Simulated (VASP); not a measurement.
A run of VASP 6.6.1:

File INCAR:

```
  PREC = Accurate
  ENCUT = 520
  EDIFF = 1E-8
  ISMEAR = 0
  SIGMA = 0.02
  LREAL = False
  LASPH = True
  NELM = 100
  ALGO = Normal
  ISIF = 2
  LWAVE = False
  LCHARG = False
  GGA = PE
  LEPSILON = True
```

KPOINTS

```
regular mesh
0
Gamma
  8 8 6
```

The input POSCAR:

```
CdS
1.0
    4.2611695877      0.0000000000      0.0000000000
   -2.1305847939      3.6902811128      0.0000000000
    0.0000000000      0.0000000000      5.8041729400
Cd S
1 1
Direct
    0.0000000000      0.0000000000      0.4426919200
    0.6666666667      0.3333333333      0.4343080800
```

Potentials or basis: VASP PAW PBE potentials, release 64 (Cd, S).

Run with:

```sh
$ cat potpaw_PBE.64/Cd/POTCAR potpaw_PBE.64/S/POTCAR > POTCAR
$ mpirun -np 1 vasp_std > vasp.out
```

Hardware: 1 thread of Intel(R) Xeon(R) Platinum 8488C (Sapphire Rapids), with other jobs on the host.

Question: Estimate the wall time of this run.

Answer: It took 12 min on 1 thread of Intel(R) Xeon(R) Platinum 8488C (Sapphire Rapids) (shared host), peak memory 0.64 GiB. Counts: scf iterations 121, k points 50.
